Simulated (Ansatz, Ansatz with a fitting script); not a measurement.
# CdTe (F-43m): converging an RPA energy

Aim: see which settings move the RPA energy of CdTe (F-43m), and what they cost.

Main program and level: Ansatz 0.2.0; EXX+RPA on LDA, plane waves, norm-conserving pseudopotentials.

The database entry behind the starting cell differs from later determinations by our own check (an axis about 1.1 % short against later determinations), so it need not match the best structure at ambient conditions.

In doubt: RPA on norm-conserving files with a d shell is listed as unsure, so the values of those runs are not to be relied on.

## 1. The starting structure

It takes space group F-43m (No. 216, cubic). Conventional cell: a = 6.410 Å, b = 6.410 Å, c = 6.410 Å, α = 90.00°, β = 90.00°, γ = 90.00°. Nearest to Cd lie 4 Te at 2.78 Å. Te has 4 Cd at 2.78 Å nearest. Farther neighbours and most contacts between anions are not listed.

The cell and positions come from the Crystallography Open Database and are kept as given unless a step says otherwise. The program's search for lower electronic states was switched off, so nothing shows that the state found is the lowest. Spin-orbit coupling is left out unless a step names it.

## 2. Base settings, 3×3×3 mesh, cutoffs to 160 eV, 302 empty bands

The RPA correlation energy is summed at several response cutoffs, since it converges slowly from above.

Input file input.yaml:

```yaml
crystal:
  lattice:
    - [0.0, 3.205, 3.205]
    - [3.205, 0.0, 3.205]
    - [3.205, 3.205, 0.0]
  atoms:
    - { symbol: Cd, position: [0.0, 0.0, 0.0] }
    - { symbol: Te, position: [0.75, 0.75, 0.75] }
kpoints:
  mp_grid: { grid: [3, 3, 3] }
hamiltonian:
  xc: lda
  pseudopotentials: { kind: nc, xc_functional: pbe }
scf:
  occupations: { method: fixed }
  lower_state_search: "off"
  convergence: { dr2_threshold: 1.0e-09 }
output:
  rpa_energy:
    ecut_chi_ladder: [96, 112, 128, 144, 160]
    long_wavelength: optical_limit
    n_empty_bands: 302
basis:
  ecutwfc: 1120.0
  xc_grid: 3
```

Launch:

```bash
$ ansatz run input.yaml --threads 4 --pin off --max-ram 18432MiB --backend cpu --events-out ev --progress --plain --runs-dir out
```

Output:

```text
Engine: ansatz 0.2.0, aarch64-unknown-linux-gnu
Pseudopotentials: kind: nc
Pseudopotential: Cd, nc, valence charge 20, recommended cutoff 1071 eV (normal), Cd.nc.azcp
Pseudopotential: Te, nc, valence charge 16, recommended cutoff 1120 eV (normal), Te.nc.azcp
Functional definition: SPW92
  exchange = slater_x
  correlation = pw_c
Crystal: 2 atoms, lattice volume = 65.844 Å³
Basis set: ecut = 1120 eV, 5601 PW (Γ), exchange–correlation on 150×150×150 points (27 copies of the dense FFT grid, shifted against one another)
Bands: 22, of which v1, the nominal top of the filled ones, is band 18 counted from 1 (17 counted from 0)
Symmetry: 24 space group operations
Space group: F-43m (ITA 216), of the structure as read, at distance tolerance 4.0e-5 Å
k-points: 4 of 27 (time reversal used)
Non-local potential: Cd, projectors of the file, l = 0: 2, l = 1: 2, l = 2: 2, l = 3: 1
Non-local potential: Te, projectors of the file, l = 0: 3, l = 1: 3, l = 2: 2, l = 3: 2
Initial density: superposition of atomic densities (chi_scale 0.1, normalization cell, long waves kept (reshape's long-wave potential 0.00 eV rms))
Initial wavefunctions: pseudopotential atomic-orbital guess
Functional: x = slater, c = lda
SCF iter   1: F=—  HF=-7715.898226 eV  |F-HF|=—  |Δ(HF+E_count)|=         —  Δρ=2.74e-2  dr2=3.00e-1  ethr=3.10e-3  ⟨swp⟩=7.0  Hψ=407  notcnv=0  defer=4
preconditioner: auto → none  [insulator: Δε(μ)=0.603 eV  Ē_g=11.591 eV  n_scr=14 (ndim 8)  ℏωp=19.4 eV  f_vac=0.146  ε∞_Penn≈3.8]
SCF iter   2: F=—  HF=-7715.784724 eV  |F-HF|=—  |Δ(HF+E_count)|=   1.14e-1  Δρ=9.45e-3  dr2=4.11e-2  ethr=8.34e-4  ⟨swp⟩=3.0  Hψ=196  notcnv=0  defer=5
SCF iter   3: F=—  HF=-7715.772307 eV  |F-HF|=—  |Δ(HF+E_count)|=   1.24e-2  Δρ=3.32e-3  dr2=6.79e-3  ethr=1.14e-4  ⟨swp⟩=4.8  Hψ=202  notcnv=0  defer=6
SCF iter   4: F=—  HF=-7715.770079 eV  |F-HF|=—  |Δ(HF+E_count)|=   2.23e-3  Δρ=8.44e-4  dr2=1.65e-4  ethr=1.89e-5  ⟨swp⟩=4.0  Hψ=187  notcnv=0  defer=5
SCF iter   5: F=—  HF=-7715.770086 eV  |F-HF|=—  |Δ(HF+E_count)|=   6.91e-6  Δρ=2.60e-4  dr2=1.54e-5  ethr=4.59e-7  ⟨swp⟩=2.2  Hψ=148  notcnv=0  defer=7
SCF iter   6: F=—  HF=-7715.770081 eV  |F-HF|=—  |Δ(HF+E_count)|=   4.70e-6  Δρ=3.23e-5  dr2=2.02e-7  ethr=4.28e-8  ⟨swp⟩=2.0  Hψ=150  notcnv=0  defer=7
SCF iter   7: F=—  HF=-7715.770081 eV  |F-HF|=—  |Δ(HF+E_count)|=   6.01e-9  Δρ=7.44e-6  dr2=2.03e-8  ethr=5.61e-10  ⟨swp⟩=3.0  Hψ=177  notcnv=0  defer=5
SCF iter   8: F=-7715.770081 eV  HF=-7715.770081 eV  |F-HF|=3.53e-10  |Δ(HF+E_count)|=   5.64e-9  Δρ=1.57e-6  dr2=5.88e-10  ethr=2.78e-12  ⟨swp⟩=8.8  Hψ=624  notcnv=0
SCF 1 converged in 8 iterations: F = -7715.770081 eV  dr2 = 5.88e-10
NSCF: frozen V_eff on 4 k-points
EXX+RPA screening: q 1/4 (q-point 4)
EXX+RPA screening: q 2/4
EXX+RPA screening: q 3/4
EXX+RPA screening: q 4/4 (q-point 1)
NSCF: frozen V_eff on 1 k-points
NSCF: frozen V_eff on 1 k-points
[...]
SCF converged after 8 iterations
Free energy (F): -7715.770081 eV
Harris-Foulkes:  -7715.770081 eV  (|F-HF|=3.53e-10)
Internal energy: -7715.770081 eV  (E = F + TS)
E sigma→0 (E₀):  -7715.770081 eV
Fermi energy:    7.820521 eV
--- Per-component energies (eV) ---
  E_band       = -777.995492
  E_kinetic    = 3361.391902
  E_local      = -7546.682111  (includes V_loc(G=0)·N_el)
  E_nonlocal   = -779.080268
  E_hartree    = 2593.268951
  E_xc         = -1389.923254
  E_vxc        = -1000.161149  (∫ρ·V_xc dr)
  E_ewald      = -3954.745301
  E_smearing   = -0.000000  (= −TS)
  E_closure    = 0.000000  (closes the sum)
  Σ components = -7715.770081   (vs F -7715.770081, Δ=0.00e0)
--- Band table (eV) ---
  k-point 0: bands = [... 14 lower, -0.3731, 7.8205, 7.8205, 7.8205, 8.3385, 12.2612, 12.2612, 12.2612]
  k-point 1: bands = [... 14 lower, -0.2766, 3.9860, 7.1533, 7.1533, 9.5326, 12.9154, 12.9154, 13.9375]
  k-point 2: bands = [... 14 lower, -0.1800, 4.1136, 6.1892, 6.1892, 10.3151, 10.7734, 15.0707, 15.2909]
  k-point 3: bands = [... 14 lower, 0.1680, 3.3927, 4.9838, 6.3804, 10.6688, 12.8453, 14.5928, 14.7262]
--- EXX+RPA: 3×3×3 mesh (4 irreducible q, 35/108 k–q pairs), 320 bands' worth read of 325 solved (the sum completed by the states above those read; Γ's head and wings end at those read), 18 occupied, 14 to 16 frequency nodes, the response taken to reach 1079.4 eV, pair-density box ratio 4, q→0 included in E_x (Coulomb truncated on the Wigner–Seitz cell) and E_c (k·p head, wings) ---
  smallest occupied→empty transition 5.180e-1 eV, smallest direct gap 5.180e-1 eV
  indirect gap at most 5.180e-1 eV, over 4 k-points of the mesh
  q→0 term of E_c: -0.403 eV. Its linear part alone, which the term's logarithm partly gives back, by the exact frequency integral: -0.671 eV, with the singular values of its first-order overlaps capped at one, above which no states can give them; of that, -0.100 eV (14.9 %) stands at the cap, where the true value lies between nought and that figure. Uncapped it would be -1.223 eV. The k-point off which, with its ima [...]
  bands read: the sum over 320 bands ends inside a degenerate multiplet in 2 slots, whose members it reads at an even weight; the widest, k=0: bands 320 to 321 (counted from 1) at 1/2 each
  E_x                     =      -596.384800 eV
  E_xc[n_v+n_c], E_xc[n_v] =     -1389.923251, -677.876899 eV (parent functional, the pass's orbitals; any nonlocal part keeps n_c)
  E_c ladder  E_cut^χ (eV)   ⟨N_G⟩      E_cut^sphere (eV)      E_c (eV)
                   96.00      142.2             96.71        -34.410873
                  112.00      178.3            112.44        -37.209254
                  128.00      215.4            127.58        -39.512776
                  144.00      254.8            142.67        -41.498878
                  160.00      300.0            159.07        -43.381077
  E_c(E_cut→∞)            =       -51.007410 ± 0.683466 eV  (E_cut^-3/2 fit over 5 rungs)
  S(q), 3 of 3 wave vectors   |q| (1/Å)       S_0(q)   S_0 (bands read)   S_RPA(q)   (top rung; structure_factors; the frequency nodes sum S_0 to within 7.3e-7)
    ( 0.0000,  0.0000,  0.3333)    0.56593     0.058141           0.055170   0.030764
    ( 0.0000,  0.3333,  0.3333)    0.65348     0.075865           0.071916   0.041204
    ( 0.0000,  0.3333, -0.3333)    0.92416     0.129291           0.121492   0.077665
  core–valence xc dropped  : E_EXX =     -6922.231630 eV   E_EXX+RPA =     -6973.239041 eV
  core–valence xc semilocal: E_EXX =     -7634.277982 eV   E_EXX+RPA =     -7685.285392 eV
```

Elapsed: 43 s, on 4 threads of Arm Neoverse V1, shared host; peak memory 2.4 GiB; 2.7 min of CPU time.

Numbers from this step:

```yaml
exact_exchange_energy: -596.3848 eV
rpa_correlation_energy: -51.0074 eV
```

Extrapolated from these cutoffs, the correlation energy is -25.50 eV per atom (fit error 0.34); such a limit moves with the range of cutoffs.

RPA ladder, by row:

| response cutoff (eV) | mean plane waves | sphere-equivalent cutoff (eV) | correlation energy (eV) |
| --- | --- | --- | --- |
| 96 | 142.2 | 96.71 | -34.41 |
| 112 | 178.3 | 112.4 | -37.21 |
| 128 | 215.4 | 127.6 | -39.51 |
| 144 | 254.8 | 142.7 | -41.5 |
| 160 | 300 | 159.1 | -43.38 |

## 3. Base settings, 3×3×3 mesh, cutoffs to 160 eV, 317 empty bands, volume +5 %

The cell differs from the one that the last finished run ended in (a 4.533 → 4.607 Å, b 4.533 → 4.607 Å, c 4.533 → 4.607 Å).

input.yaml, the sections that differ from step 2:

```yaml
crystal:
  lattice:
    - [0.0, 3.2575503236, 3.2575503236]
    - [3.2575503236, 0.0, 3.2575503236]
    - [3.2575503236, 3.2575503236, 0.0]
  atoms:
    - { symbol: Cd, position: [0.0, 0.0, 0.0] }
    - { symbol: Te, position: [0.75, 0.75, 0.75] }
output:
  rpa_energy:
    ecut_chi_ladder: [96, 112, 128, 144, 160]
    long_wavelength: optical_limit
    n_empty_bands: 317
# kpoints, hamiltonian, scf, basis: as in step 2
```

Output:

```text
[...]
Crystal: 2 atoms, lattice volume = 69.136 Å³
Basis set: ecut = 1120 eV, 5961 PW (Γ), exchange–correlation on 162×162×162 points (27 copies of the dense FFT grid, shifted against one another)
Bands: 22, of which v1, the nominal top of the filled ones, is band 18 counted from 1 (17 counted from 0)
Symmetry: 24 space group operations
[...]
k-points: 4 of 27 (time reversal used)
[...]
E_c(E_cut→∞)            =       -50.873030 ± 0.686817 eV  (E_cut^-3/2 fit over 5 rungs)
[...]
( 0.0000,  0.0000,  0.3333)    0.55680     0.057244           0.054367   0.030223
    ( 0.0000,  0.3333,  0.3333)    0.64294     0.074719           0.070896   0.040480
    ( 0.0000,  0.3333, -0.3333)    0.90925     0.127246           0.119694   0.076289
  core–valence xc dropped  : E_EXX =     -6922.380128 eV   E_EXX+RPA =     -6973.253157 eV
  core–valence xc semilocal: E_EXX =     -7634.398029 eV   E_EXX+RPA =     -7685.271058 eV
[key lines of the parts left out:]
SCF converged after 8 iterations
Free energy (F): -7715.766836 eV
Fermi energy:    7.116386 eV
```

It took 49 s on 4 threads; peak memory 2.6 GiB.

Numbers from this step:

| Quantity | Value |
| --- | --- |
| exact exchange energy | -595.8677 eV |
| RPA correlation energy | -50.8730 eV |

Extrapolated from these cutoffs, the correlation energy is -25.44 eV per atom (fit error 0.34); such a limit moves with the range of cutoffs.

RPA ladder, by row:

| response cutoff (eV) | mean plane waves | sphere-equivalent cutoff (eV) | correlation energy (eV) |
| --- | --- | --- | --- |
| 96 | 146 | 95.29 | -34.03 |
| 112 | 186.3 | 112.1 | -37.05 |
| 128 | 229 | 128.6 | -39.57 |
| 144 | 273.7 | 144.9 | -41.67 |
| 160 | 318.9 | 160.4 | -43.41 |

## 4. Response cutoff, 3×3×3 mesh, cutoffs to 90 eV, 127 empty bands

input.yaml, the sections that differ from step 3:

```yaml
crystal:
  lattice:
    - [0.0, 3.205, 3.205]
    - [3.205, 0.0, 3.205]
    - [3.205, 3.205, 0.0]
  atoms:
    - { symbol: Cd, position: [0.0, 0.0, 0.0] }
    - { symbol: Te, position: [0.75, 0.75, 0.75] }
output:
  rpa_energy:
    ecut_chi_ladder: [54, 63, 72, 81, 90]
    long_wavelength: optical_limit
    n_empty_bands: 127
# kpoints, hamiltonian, scf, basis: as in step 3
```

Output:

```text
[...]
Crystal: 2 atoms, lattice volume = 65.844 Å³
Basis set: ecut = 1120 eV, 5601 PW (Γ), exchange–correlation on 150×150×150 points (27 copies of the dense FFT grid, shifted against one another)
Bands: 22, of which v1, the nominal top of the filled ones, is band 18 counted from 1 (17 counted from 0)
Symmetry: 24 space group operations
[...]
k-points: 4 of 27 (time reversal used)
[...]
E_c(E_cut→∞)            =       -40.458335 ± 0.897429 eV  (E_cut^-3/2 fit over 5 rungs)
[...]
( 0.0000,  0.0000,  0.3333)    0.56593     0.058141           0.054632   0.030908
    ( 0.0000,  0.3333,  0.3333)    0.65348     0.075865           0.071172   0.041405
    ( 0.0000,  0.3333, -0.3333)    0.92416     0.129291           0.119780   0.078092
  core–valence xc dropped  : E_EXX =     -6922.231630 eV   E_EXX+RPA =     -6962.689966 eV
  core–valence xc semilocal: E_EXX =     -7634.277982 eV   E_EXX+RPA =     -7674.736317 eV
[key lines of the parts left out:]
SCF converged after 8 iterations
Free energy (F): -7715.770081 eV
Fermi energy:    7.820521 eV
```

The job ended after 17 s (4 threads; peak memory 1 GiB; 65 s of CPU time).

Numbers from this step:

```
exact exchange energy  : -596.3848 eV
RPA correlation energy : -40.46 eV
```

Extrapolated from these cutoffs, the correlation energy is -20.23 eV per atom (fit error 0.45); such a limit moves with the range of cutoffs.

## 5. Response cutoff, 3×3×3 mesh, cutoffs to 90 eV, 134 empty bands, volume +5 %

input.yaml, the sections that differ from step 4:

```yaml
crystal:
  lattice:
    - [0.0, 3.2575503236, 3.2575503236]
    - [3.2575503236, 0.0, 3.2575503236]
    - [3.2575503236, 3.2575503236, 0.0]
  atoms:
    - { symbol: Cd, position: [0.0, 0.0, 0.0] }
    - { symbol: Te, position: [0.75, 0.75, 0.75] }
output:
  rpa_energy:
    ecut_chi_ladder: [54, 63, 72, 81, 90]
    long_wavelength: optical_limit
    n_empty_bands: 134
# kpoints, hamiltonian, scf, basis: as in step 4
```

Output:

```text
[...]
Crystal: 2 atoms, lattice volume = 69.136 Å³
Basis set: ecut = 1120 eV, 5961 PW (Γ), exchange–correlation on 162×162×162 points (27 copies of the dense FFT grid, shifted against one another)
Bands: 22, of which v1, the nominal top of the filled ones, is band 18 counted from 1 (17 counted from 0)
Symmetry: 24 space group operations
[...]
k-points: 4 of 27 (time reversal used)
[...]
E_c(E_cut→∞)            =       -40.312017 ± 0.895770 eV  (E_cut^-3/2 fit over 5 rungs)
[...]
( 0.0000,  0.0000,  0.3333)    0.55680     0.057244           0.053852   0.030370
    ( 0.0000,  0.3333,  0.3333)    0.64294     0.074719           0.070185   0.040693
    ( 0.0000,  0.3333, -0.3333)    0.90925     0.127246           0.118066   0.076670
  core–valence xc dropped  : E_EXX =     -6922.380128 eV   E_EXX+RPA =     -6962.692145 eV
  core–valence xc semilocal: E_EXX =     -7634.398028 eV   E_EXX+RPA =     -7674.710046 eV
[key lines of the parts left out:]
SCF converged after 8 iterations
Free energy (F): -7715.766836 eV
Fermi energy:    7.116386 eV
```

Elapsed: 18 s, on 4 threads; peak memory 1.1 GiB; 68 s of CPU time.

This step gave:

* exact exchange energy: -595.8677 eV
* RPA correlation energy: -40.31 eV

Extrapolated from these cutoffs, the correlation energy is -20.16 eV per atom (fit error 0.45); such a limit moves with the range of cutoffs.

## 6. Response cutoff, 3×3×3 mesh, cutoffs to 240 eV, 555 empty bands

input.yaml, the sections that differ from step 5:

```yaml
crystal:
  lattice:
    - [0.0, 3.205, 3.205]
    - [3.205, 0.0, 3.205]
    - [3.205, 3.205, 0.0]
  atoms:
    - { symbol: Cd, position: [0.0, 0.0, 0.0] }
    - { symbol: Te, position: [0.75, 0.75, 0.75] }
output:
  rpa_energy:
    ecut_chi_ladder: [144, 168, 192, 216, 240]
    long_wavelength: optical_limit
    n_empty_bands: 555
# kpoints, hamiltonian, scf, basis: as in step 5
```

Output:

```text
[...]
Crystal: 2 atoms, lattice volume = 65.844 Å³
Basis set: ecut = 1120 eV, 5601 PW (Γ), exchange–correlation on 150×150×150 points (27 copies of the dense FFT grid, shifted against one another)
Bands: 22, of which v1, the nominal top of the filled ones, is band 18 counted from 1 (17 counted from 0)
Symmetry: 24 space group operations
[...]
k-points: 4 of 27 (time reversal used)
[...]
E_c(E_cut→∞)            =       -56.539394 ± 0.509221 eV  (E_cut^-3/2 fit over 5 rungs)
[...]
( 0.0000,  0.0000,  0.3333)    0.56593     0.058141           0.055307   0.030727
    ( 0.0000,  0.3333,  0.3333)    0.65348     0.075865           0.072104   0.041156
    ( 0.0000,  0.3333, -0.3333)    0.92416     0.129291           0.121915   0.077553
  core–valence xc dropped  : E_EXX =     -6922.231630 eV   E_EXX+RPA =     -6978.771024 eV
  core–valence xc semilocal: E_EXX =     -7634.277982 eV   E_EXX+RPA =     -7690.817376 eV
[key lines of the parts left out:]
SCF converged after 8 iterations
Free energy (F): -7715.770081 eV
Fermi energy:    7.820521 eV
```

Elapsed: 2.2 min, on 4 threads; peak memory 5.1 GiB; 8.2 min of CPU time.

This step gave:

```yaml
exact_exchange_energy: -596.3848 eV
rpa_correlation_energy: -56.5394 eV
```

Extrapolated from these cutoffs, the correlation energy is -28.27 eV per atom (fit error 0.25); such a limit moves with the range of cutoffs.

## 7. Response cutoff, 3×3×3 mesh, cutoffs to 240 eV, 583 empty bands, volume +5 %

input.yaml, the sections that differ from step 6:

```yaml
crystal:
  lattice:
    - [0.0, 3.2575503236, 3.2575503236]
    - [3.2575503236, 0.0, 3.2575503236]
    - [3.2575503236, 3.2575503236, 0.0]
  atoms:
    - { symbol: Cd, position: [0.0, 0.0, 0.0] }
    - { symbol: Te, position: [0.75, 0.75, 0.75] }
output:
  rpa_energy:
    ecut_chi_ladder: [144, 168, 192, 216, 240]
    long_wavelength: optical_limit
    n_empty_bands: 583
# kpoints, hamiltonian, scf, basis: as in step 6
```

Output:

```text
[...]
Crystal: 2 atoms, lattice volume = 69.136 Å³
Basis set: ecut = 1120 eV, 5961 PW (Γ), exchange–correlation on 162×162×162 points (27 copies of the dense FFT grid, shifted against one another)
Bands: 22, of which v1, the nominal top of the filled ones, is band 18 counted from 1 (17 counted from 0)
Symmetry: 24 space group operations
[...]
k-points: 4 of 27 (time reversal used)
[...]
E_c(E_cut→∞)            =       -56.510607 ± 0.488027 eV  (E_cut^-3/2 fit over 5 rungs)
[...]
( 0.0000,  0.0000,  0.3333)    0.55680     0.057244           0.054499   0.030185
    ( 0.0000,  0.3333,  0.3333)    0.64294     0.074719           0.071076   0.040436
    ( 0.0000,  0.3333, -0.3333)    0.90925     0.127246           0.120097   0.076191
  core–valence xc dropped  : E_EXX =     -6922.380128 eV   E_EXX+RPA =     -6978.890734 eV
  core–valence xc semilocal: E_EXX =     -7634.398029 eV   E_EXX+RPA =     -7690.908635 eV
[key lines of the parts left out:]
SCF converged after 8 iterations
Free energy (F): -7715.766836 eV
Fermi energy:    7.116386 eV
```

Run time: 2.5 min. Hardware: 4 threads; peak memory 5.5 GiB; 9.6 min of CPU time.

This step gave:

```yaml
exact_exchange_energy: -595.8677 eV
rpa_correlation_energy: -56.5106 eV
```

Extrapolated from these cutoffs, the correlation energy is -28.26 eV per atom (fit error 0.24); such a limit moves with the range of cutoffs.

## 8. Bands, 3×3×3 mesh, cutoffs to 160 eV, 27 empty bands

input.yaml, the sections that differ from step 7:

```yaml
crystal:
  lattice:
    - [0.0, 3.205, 3.205]
    - [3.205, 0.0, 3.205]
    - [3.205, 3.205, 0.0]
  atoms:
    - { symbol: Cd, position: [0.0, 0.0, 0.0] }
    - { symbol: Te, position: [0.75, 0.75, 0.75] }
output:
  rpa_energy:
    ecut_chi_ladder: [96, 112, 128, 144, 160]
    long_wavelength: optical_limit
    n_empty_bands: 27
# kpoints, hamiltonian, scf, basis: as in step 7
```

Output:

```text
[...]
Crystal: 2 atoms, lattice volume = 65.844 Å³
Basis set: ecut = 1120 eV, 5601 PW (Γ), exchange–correlation on 150×150×150 points (27 copies of the dense FFT grid, shifted against one another)
Bands: 22, of which v1, the nominal top of the filled ones, is band 18 counted from 1 (17 counted from 0)
Symmetry: 24 space group operations
[...]
k-points: 4 of 27 (time reversal used)
[...]
E_c(E_cut→∞)            =       -50.123659 ± 0.646470 eV  (E_cut^-3/2 fit over 5 rungs)
[...]
( 0.0000,  0.0000,  0.3333)    0.56593     0.058141           0.044535   0.031048
    ( 0.0000,  0.3333,  0.3333)    0.65348     0.075865           0.057707   0.041563
    ( 0.0000,  0.3333, -0.3333)    0.92416     0.129291           0.092646   0.078321
  core–valence xc dropped  : E_EXX =     -6922.231630 eV   E_EXX+RPA =     -6972.355289 eV
  core–valence xc semilocal: E_EXX =     -7634.277982 eV   E_EXX+RPA =     -7684.401641 eV
[key lines of the parts left out:]
SCF converged after 8 iterations
Free energy (F): -7715.770081 eV
Fermi energy:    7.820521 eV
```

The job ended after 14 s (4 threads; peak memory 0.53 GiB).

This step gave:

| Quantity | Value |
| --- | --- |
| exact exchange energy | -596.3848 eV |
| RPA correlation energy | -50.1237 eV |

Extrapolated from these cutoffs, the correlation energy is -25.06 eV per atom (fit error 0.32); such a limit moves with the range of cutoffs.

(Continued in part 2 of 4.)

[Paths, hosts, dates, memory and timing lines, banners, echoed tables and standing remarks are left out of the program output.]

[Logs are printed without paths, hosts, clocks, repeated set-up lines and the standing remarks that a program may print on its own settings, such as how far it seeks lower states.]

[Runs of the session that timed out or met a known fault of the program may be left out.]

[Hosts, paths, dates, database ids (printed as entryN), source tags and the programs' standing remarks are cut or masked in the printed files.]
